A PtS₂ crystal is a stack of sheets, each with a plane of platinum between two planes of sulphur. Strong Pt–S bonds hold a sheet together, while only weak forces act between one sheet and the next. The table follows a single starting cell as twelve density functionals relax it. Length a runs along the sheets, and length c is the distance from one sheet to the next.

Plane-wave PAW DFT relaxations of the cell and atoms of PtS₂ (P-3m1, 3 atoms per cell) with VASP 6.6.1, without spin polarisation, spin–orbit coupling or a separate dispersion correction. All runs use a 9×9×5 k mesh and Fermi–Dirac smearing of 0.05 eV. Volume changes are relative to the starting cell (a = 3.543 Å, c = 5.039 Å).

```
 functional                            potentials  wave cutoff  volume change (%)  relaxed length a (Å)  relaxed length c (Å)
        LDA  VASP PAW LDA potentials, recommended       600 eV              -8.84                 3.560                 4.549
        PBE         VASP PAW PBE potentials, hard       980 eV              28.96                 3.575                 6.382
     revPBE  VASP PAW PBE potentials, recommended       600 eV              43.35                 3.591                 7.032
       RPBE  VASP PAW PBE potentials, recommended       600 eV              43.75                 3.597                 7.027
       BLYP  VASP PAW PBE potentials, recommended       600 eV              46.51                 3.643                 6.985
   BEEF-vdW  VASP PAW PBE potentials, recommended       600 eV              18.11                 3.579                 5.834
optB86b-vdW  VASP PAW PBE potentials, recommended       600 eV              -0.07                 3.583                 4.923
 optB88-vdW  VASP PAW PBE potentials, recommended       600 eV               3.78                 3.597                 5.075
 optPBE-vdW  VASP PAW PBE potentials, recommended       600 eV               7.84                 3.600                 5.262
rev-vdW-DF2  VASP PAW PBE potentials, recommended       600 eV              -0.64                 3.588                 4.881
  vdW-DF-cx  VASP PAW PBE potentials, recommended       600 eV              -3.87                 3.580                 4.745
    vdW-DF2  VASP PAW PBE potentials, recommended       600 eV              16.42                 3.673                 5.458
```

*Which length carries the disagreement about the volume?* Mostly c. It runs from 4.55 Å in LDA to 7.03 Å in revPBE, whereas a stays within 4 % of its starting value in every row. The functionals largely agree about the bonds inside a sheet and disagree about the space between sheets. The clearest exceptions are vdW-DF2 and BLYP, whose sheets grow in area by 7.5 % and 5.7 %, against at most 3.2 % in the other rows. In vdW-DF2 that is nearly as much as c grows.

*Does an unchanged volume mean an unchanged crystal?* No, because the volume is the area of a sheet times c, and the two can move in opposite directions. With optB86b-vdW the area grows by 2.3 % and c shrinks by 2.3 %, so the volume hardly moves. A check of the density alone would miss both changes. The starting cell is also just a common reference, so a small change does not by itself mark the better functional.

*Why do PBE, revPBE, RPBE and BLYP give the longest c?* At the distance between sheets the main attraction is dispersion, which comes from correlated motion of electrons in separate places. These four functionals look only at the density and its gradient at each point, so they lack that long-range pull. The seven functionals with vdW in their names contain a nonlocal correlation term that supplies it, and all seven give a shorter c than any of the four. No separate dispersion correction was added on top of any functional. LDA lacks the term too, yet gives the shortest c of all. Theory traces this to its overestimate of the binding where the thin density tails of two sheets overlap, which is not true dispersion.

*Why do functionals that include dispersion still disagree?* The spacing is a balance, and exchange sets much of the repulsion. Gradient-corrected exchange favours thin, steep density tails; when two sheets approach, their tails fill in and part of that energy gain is lost. How hard a functional pushes is expected to depend on how fast this reward grows at the moderate gradients found where the tails meet, more than on its size for the very steepest tails. Four rows, optB86b-vdW, optB88-vdW, optPBE-vdW and vdW-DF-cx, share the same nonlocal correlation and differ in exchange, and their c still spreads over 0.52 Å. The exchange of optPBE-vdW rewards the steepest tails least of the four, yet its c is the longest. For another layered crystal it is therefore wise to ask about the exchange part as well as about dispersion.

*What does the spacing do to the band gap?* Where sulphur tails of neighbouring sheets overlap, the electronic levels spread into wider bands, and the gap between filled and empty bands narrows. The overlap falls off exponentially with distance. If the narrowing is proportional to the overlap and the sheets keep their thickness, the gap in eV follows from c in Å alone:

gap = 1.856 − 1.252 · exp[−(c − 5.039)/1.028]

Here 5.039 Å is the starting c, and the other three constants were fitted to the eleven rows that have a gap. The typical miss is 0.06 eV, on gaps that run from 0.2 to 1.7 eV. These gaps are read on the k mesh, which can miss the true band edges, so each is an upper bound. Since the functional and the spacing change together from row to row, the fit supports the picture but cannot separate the two influences. The levels at the centre of the Brillouin zone point the same way. In PBE the highest filled level that stands alone lies only 0.03 eV above a pair of equal energy; in optB86b-vdW, where the sheets are closer, it lies 1.3 eV above the pair. Such a climb is expected of sulphur orbitals that point at the next sheet. This level is the top of the filled bands in optB86b-vdW, optB88-vdW and optPBE-vdW, but it lies 0.18 eV below the top in BEEF-vdW, 0.37 eV in PBE and 0.42 eV in RPBE. At wide spacing the gap starts from states elsewhere in the zone, so the curve describes a trend across two kinds of gap, not the motion of one level.

LDA, a metal in this calculation, was left out of the fit and can serve as a mild test. Its c of 4.549 Å gives an exponent of 0.490/1.028 = 0.477 and an exponential of 1.61. The gap is then 1.856 − 1.252 · 1.61 ≈ −0.16 eV. A negative value means that filled and empty bands overlap, as they do in a metal. The test is mild because vdW-DF-cx, with the next shortest c, is already down to 0.2 eV, so other smooth curves would be expected to close the gap as well. The LDA levels are more direct: at the zone centre a lone level lies 1.8 eV above the pair and 0.2 eV above the Fermi energy, and so is largely empty. So close to the closing point, the neglected spin–orbit coupling of platinum could matter. Functionals of the kinds in this table also tend to give gaps that are too small, so the metallic LDA result should not be read as a property of real PtS₂.

*Where does spacing alone fail?* The largest miss is vdW-DF2, where the formula gives 1.02 eV and the calculation 0.91 eV. This row also has the widest sheets. BLYP, with the next widest, is overshot too, at 1.67 eV against 1.58 eV. Stretched Pt–S bonds may lower the gap in both, but two rows cannot prove it, and optPBE-vdW, third in width, misses the other way.

*Which digits of c can be trusted?* The order of revPBE and RPBE, 7.032 and 7.027 Å, means nothing. Sheets so weakly held give way to the slightest stress, and what remained at the end of the relaxation could, on a rough guess of the stiffness, shift c by tenths of an ångström. In the tightly bound rows the same cause matters only in the second decimal. A second cause is the plane-wave set. If it stayed fixed while the cell grew, the effective cutoff along c fell from 600 to 308 eV in revPBE, and nearly as far in RPBE and BLYP; no restart with a fresh set is shown. Such a fixed set is expected to favour a smaller cell, so it would hold c back rather than stretch it. PBE, run with a harder sulphur potential and a cutoff of 980 eV, would still have kept 611 eV, and its c grew by 27 % all the same. The great expansion itself is therefore safe to read as a result of the functional, while its exact size is not. The printed output below gives the split of each volume change and the fitted gaps.

The analysis program printed:

```
fit of gap on 11 rows (gap > 0): constant 1.856 +/- 0.036, coefficient of exp(-(relaxed_length_c - cstart)/s) -1.252 +/- 0.046, s 1.028; rms 0.056, worst vdW-DF2 0.112, leave-one-out rms 0.0771
  rows outside the fit (model, value, miss): LDA -0.1599, 0, -0.16
Split of the volume change and gap:
          row  layer area change %  c change %  gap eV  gap from c alone eV  effective cutoff along c eV
          LDA               0.9505      -9.721       0              -0.1599                        736.2
          PBE                1.803       26.66   1.536                1.517                        610.9
       revPBE                2.716       39.56    1.71                1.676                        308.1
         RPBE                 3.06       39.46   1.704                1.675                        308.5
         BLYP                5.713       38.62   1.576                1.668                        312.2
     BEEF-vdW                2.031       15.78    1.35                1.278                        447.6
  optB86b-vdW                2.259      -2.298  0.4517               0.4549                        628.6
   optB88-vdW                 3.06      0.7184  0.6261               0.6474                        591.5
   optPBE-vdW                3.232        4.43    0.92               0.8485                        550.2
  rev-vdW-DF2                2.545      -3.132  0.3813               0.3965                        639.4
    vdW-DF-cx                2.088      -5.831  0.2091                 0.19                        676.6
      vdW-DF2                7.461       8.319  0.9114                1.023                        511.4
Correlation of the gap misses (prediction less value) with a in gapped rows: 0.8183
Spread of c among four rows with the same nonlocal correlation, angstrom: 0.517
c of vdW-DF2 less c of rev-vdW-DF2, angstrom: 0.577
c of revPBE less c of PBE, angstrom: 0.65
c of PBE less c of optPBE-vdW, angstrom: 1.12
Space between sulphur planes of neighbouring layers at the start, angstrom: 2.75
The same space in revPBE if the layer kept its thickness, angstrom: 4.743
Order of the error in c of rev-vdW-DF2 from residual stress at 20 GPa stiffness, angstrom: 0.03368
Order of the error in c of revPBE from residual stress at 1 GPa stiffness, angstrom: 0.211
```
